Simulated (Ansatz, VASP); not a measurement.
# MgS: VASP beside Ansatz

```
Mg S
1.0
     0.00000    2.61486    2.61486
     2.61486    0.00000    2.61486
     2.61486    2.61486    0.00000
Mg S
1 1
Direct
  0.00000 0.00000 0.00000
  0.50000 0.50000 0.50000
```

Alike in both runs: functional PBE; k mesh 8 × 8 × 8; occupations gaussian, width 0.02 eV; no spin polarisation.

Ansatz relaxed the structure, and its values are those at the end. VASP's run is a single point on that final structure, the one shown.

|  | VASP | Ansatz |
| --- | --- | --- |
| version | VASP 6.6.1 | Ansatz 0.2.0 |
| potentials or method | VASP PAW PBE potentials, release 64 (Mg, S) | scalar-relativistic, plane waves, PAW |
| plane-wave cutoff (eV) | 520 | 420 |
| valence electrons in the cell | 8 | 16 |

|  | VASP | Ansatz | Ansatz less VASP |
| --- | --- | --- | --- |
| gap on the k mesh at the Fermi level (eV) | 2.74 | 2.76 | +0.015 |
| least direct gap on the mesh (eV) | 3.59 | 3.60 | +0.012 |
| pressure (GPa) | -0.3 | 0.0 | +0.30 |

With one functional, cell and mesh, what is left measures potentials, basis and numerics. The two sets of potentials don't hold the same shells in valence.

A k mesh can miss the band edges. As with any semilocal functional, this PBE gap is likely too small.
